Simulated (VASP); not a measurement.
TaN: band structure with r2SCAN

TaN:

```xyz
4
Lattice="2.9218 0.0000 0.0000 -1.4609 2.5303 0.0000 0.0000 0.0000 5.9165" Properties=species:S:1:pos:R:3 pbc="T T T"
Ta    0.0000    0.0000    2.9583
Ta    0.0000    0.0000    0.0000
N     0.0000    1.6869    1.4791
N     1.4609    0.8434    4.4374
```

The cell comes from a database or a generator and needn't be the stable form of this composition.

```json
{"Program": "VASP 6.6.1", "Task": "band structure", "Functional": "r2SCAN", "Potentials or basis": "VASP PAW PBE potentials, release 64 (Ta_pv, N)", "Cutoff": "520 eV", "k mesh": "7 × 7 × 4", "Occupations": "fermi-dirac, width 0.05 eV", "Spin": "spin-orbit coupling, no magnetisation", "Further INCAR settings": "ALGO = Normal; EDIFF = 1e-06; NBANDS = 46"}
```

* Pressure: -3.9 GPa
* Valence electrons inside the program's atomic spheres: Ta 8.99; N 3.75

Stress tensor (GPa, compression positive):
```
-4.69  0.00  0.00
 0.00 -4.69  0.00
 0.00  0.00 -2.29
```

Run time: 38 min on 1 thread of AMD EPYC 7R13 Processor (Zen 3) (shared host), peak memory 0.38 GiB.

Caveat: the PAW data sets were made with another functional, which shifts forces and pressure a little.
